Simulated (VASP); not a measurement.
Input:

```
BaSnO3
1.0
    4.24623     0.00000     0.00000
    0.00000     4.24623     0.00000
    0.00000     0.00000     4.24623
Ba Sn O
1 1 3
Cartesian
  2.11986   2.14198   2.11365
  0.02670  -0.00756  -0.02560
  0.00051   2.12716   0.01573
  2.09234  -0.04094   0.02325
  0.00681   0.02559   2.11920
```

Level of theory: PBE GGA, VASP's PBE PAW potentials (set 64) (plane waves; VASP). Run with 400 eV cut-off, 5×5×5 Γ-centred mesh, Gaussian smearing of 0.050 eV, potentials Ba_sv Sn_d O.

**Question.** The ions are relaxed. What does this cell relax into?

**Answer.** 
```
BaSnO3
1.0
    4.24623     0.00000     0.00000
    0.00000     4.24623     0.00000
    0.00000     0.00000     4.24623
Ba Sn O
1 1 3
Direct
  0.50003   0.49983   0.50029
  0.99998   0.99995   0.00001
  0.99998   0.50000   0.99984
  0.49999   0.99987   0.99990
  0.00002   0.00035   0.49997
```
Space group Pm-3m (221), at a tolerance of 0.03 Å.

**Question.** How much energy does the relaxation gain?

**Answer.** The energy (σ→0) changes by -5.4 meV/atom, in 10 ionic steps.

The structure comes from a computed database's BaSnO3 entry; how it stands against other phases isn't given here. In the starting cell atoms are displaced from their ideal sites. This run relaxes the ions in a fixed cell. The run is one of a series of settings (EDIFFG = -0.005, IBRION = 2, NSW = 50 against the base run), some of them coarse on purpose.
